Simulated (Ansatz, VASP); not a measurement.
# One calculation of Ge, two programs

```xyz
2
Lattice="0.0000 2.8661 2.8661 2.8661 0.0000 2.8661 2.8661 2.8661 0.0000" Properties=species:S:1:pos:R:3 pbc="T T T"
Ge    4.2992    4.2992    4.2992
Ge    2.8661    2.8661    2.8661
```

Change from the starting cell: volume scaled by 1.04.

Alike in both runs: task single point; functional LDA; k mesh 8 × 8 × 8; occupations fermi-dirac, width 0.05 eV; no spin polarisation.

|  | VASP | Ansatz |
| --- | --- | --- |
| version | VASP 6.6.1 | Ansatz 0.2.0 |
| potentials or method | VASP PAW LDA potentials, release 64 (Ge_d), cutoff 520 eV | all-electron LAPW, scalar-relativistic |

|  | VASP | Ansatz | Ansatz less VASP |
| --- | --- | --- | --- |
| gap on the k mesh at the Fermi level (eV) | none | none | - |
| pressure (GPa) | -3.5 | -3.6 | -0.12 |

A gap of «none» marks a metal or a gap that the smearing closes. Ansatz ran all-electron here, so the differences hold the error of VASP's frozen core and of both bases.
